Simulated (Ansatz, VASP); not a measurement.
**Two plane-wave programs on AlN**

```
Al N
1.0
     2.14943    2.14943    0.00000
    -2.14943    2.14943    0.00000
     0.00000    2.14943    2.19448
Al N
1 1
Direct
  0.00000 0.00000 0.00000
  0.25000 0.75000 0.50000
```

Change from the starting cell: in-plane strain -0.01, out-of-plane length and atoms relaxed by PAW.

Alike in both runs: functional LDA; k mesh 10 × 10 × 10; no spin polarisation.

Ansatz relaxed the structure, and its values are those at the end. VASP's run is a single point on that final structure, the one shown.

|  | VASP | Ansatz |
| --- | --- | --- |
| version | VASP 6.6.1 | Ansatz 0.2.0 |
| potentials or method | VASP PAW LDA potentials, release 64 (Al, N) | PAW with Ansatz's default frozen-core files, scalar-relativistic |
| plane-wave cutoff (eV) | 520 | 420 |
| occupations | gaussian, width 0.01 eV | fixed |
| valence electrons in the cell | 8 | 8 |

```csv
,VASP,Ansatz,Ansatz less VASP
gap on the k mesh at the Fermi level (eV),3.17,3.19,+0.022
pressure (GPa),2.6,2.0,-0.67
```

A k mesh can miss the band edges.
